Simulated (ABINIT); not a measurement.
Input of an ABINIT 10.8.3 (patched build) run:

run.abi

```
pp_dirpath "./"
pseudos "Al.upf"

acell 2.8124553515 2.8124553515 4.86685 Angstrom
rprim
     1.0000000000     0.0000000000     0.0000000000
    -0.5000000000     0.8660254038     0.0000000000
     0.0000000000     0.0000000000     1.0000000000
ntypat 1
znucl 13
natom 2
typat 1 1
xred
     0.3333333333     0.6666666667     0.2500000000
     0.6666666667     0.3333333333     0.7500000000

ecut 20.0

kptopt 1
ngkpt 11 11 6
nshiftk 1
shiftk 0.0 0.0 0.0

ixc 11

nband 7
occopt 3
tsmear 0.05 eV

nstep 100
tolvrs 1.0e-10

iomode 3
prtwf 0
prtden 0
prteig 0
prtebands 0
```

Potentials or basis: PseudoDojo NC SR PBE v0.5 stringent.

Launch:

```console
$ abinit run.abi > log 2>&1
```

**Question.** What does it give for the pressure?

**Answer.** -0.1 GPa.

**Question.** Predict the band gap on the k mesh.

**Answer.** None (metal or under the smearing width).

Stress tensor (GPa, compression positive):
```
 1.46  0.00  0.00
 0.00  1.46  0.00
 0.00  0.00 -3.14
```
